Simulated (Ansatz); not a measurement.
Structures of AlCu3: which is lowest?

Plane-wave DFT in Ansatz with scalar-relativistic PAW potentials, cutoff 500 eV, Γ-centred meshes chosen by cell and gap, Gaussian smearing with energies taken to zero width. Every cell was relaxed (cell and atoms) in a run of its own, within the symmetry of its start. Functional: r2SCAN.

Relaxed structures (starts from databases or built by putting these elements on another compound's sites):
A. Pmmn, 8 atoms in the computed cell, a = 4.188 Å, b = 5.130 Å, c = 4.485 Å; sites (symmetry × multiplicity) Al mm2 × 2, Cu m.. × 4 + mm2 × 2; start: database
B. P6_3/mmc, 8 atoms in the computed cell, a = 5.155 Å, c = 4.189 Å; sites (symmetry × multiplicity) Al -6m2 × 2, Cu mm2 × 6; start: database
C. Fm-3m, 4 atoms in the computed cell, a = 5.781 Å; sites (symmetry × multiplicity) Al m-3m × 4, Cu -43m × 8 + m-3m × 4; start: database
D. Pm-3m, 4 atoms in the computed cell, a = 3.642 Å; sites (symmetry × multiplicity) Al m-3m × 1, Cu 4/mm.m × 3; start: database

Rank them by energy. Could pressure change the order?

```csv
structure,group,E − E(lowest) (meV/atom),V (Å³/atom),gap on mesh (eV)
A,Pmmn,0.0,12.05,0.00
B,P6_3/mmc,4.2,12.05,0.00
D,Pm-3m,11.9,12.08,0.00
C,Fm-3m,18.8,12.08,0.00
```

A and B are level within the 5 meV/atom that separate runs leave open. The two lowest differ in volume by under 3 %, too little for a first-order estimate of what pressure does to that pair (other pairs aren't weighed here). Other structures may lie lower than all of these, and vibrations aren't counted.